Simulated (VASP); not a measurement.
Set up this calculation in VASP 6.6.1, as the native input.

- Task: work function
- Functional: LDA
- Potentials or basis: VASP PAW LDA potentials, release 64 (Al)
- Cutoff: 520 eV
- k mesh: 8 × 8 × 1
- Occupations: fermi-dirac, width 0.05 eV
- Spin: no spin polarisation
- Dipole correction: yes
- Further INCAR settings: ALGO = Normal; EDIFF = 1e-06

The structure of Al lies in POSCAR:

```
Al
1.0
    2.8270770242      0.0000000000      0.0000000000
   -1.4135385121      2.4483205214      0.0000000000
    0.0000000000      0.0000000000     26.4824913375
Al
6
Direct
    0.6666666700      0.3333333400      0.2832059833
    0.0000000000      0.0000000000      0.3699235900
    0.3333333300      0.6666666600      0.4566411967
    0.0000000000      0.0000000000      0.5433588033
    0.6666666700      0.3333333400      0.6300764100
    0.0000000000      0.0000000000      0.7167940167
```

The slab is cut from a database's or a generator's crystal, which needn't be the stable form of the element.

These files were run (other wordings do the same):

INCAR

```
PREC = Accurate
ENCUT = 520
EDIFF = 1E-6
ISMEAR = -1
SIGMA = 0.05
LREAL = F
LASPH = T
NELM = 80
ALGO = Normal
ISIF = 2
LWAVE = F
LCHARG = T
LDIPOL = T
IDIPOL = 3
DIPOL = 0.5 0.5 0.500
LELF = T
LVHAR = T
LVACPOTAV = T
```

KPOINTS

```
Automatic mesh
0
Gamma
  8 8 1
```

Potentials or basis: VASP PAW LDA potentials, release 64 (Al).

Launch:

```sh
$ cat potpaw_LDA.64/Al/POTCAR > POTCAR
$ mpirun -np 1 vasp_std > vasp.out
```

It gave:

```yaml
Largest_force: 0.186 eV/Å
Band_gap_on_the_k_mesh: none (metal or under the smearing width)
Work_function_of_the_upper_face: 4.16 eV
Work_function_of_the_lower_face: 4.20 eV
```

Run time: 25 s on 1 thread of Intel(R) Xeon(R) 6975P-C (Granite Rapids), on a shared host, peak memory 0.24 GiB.
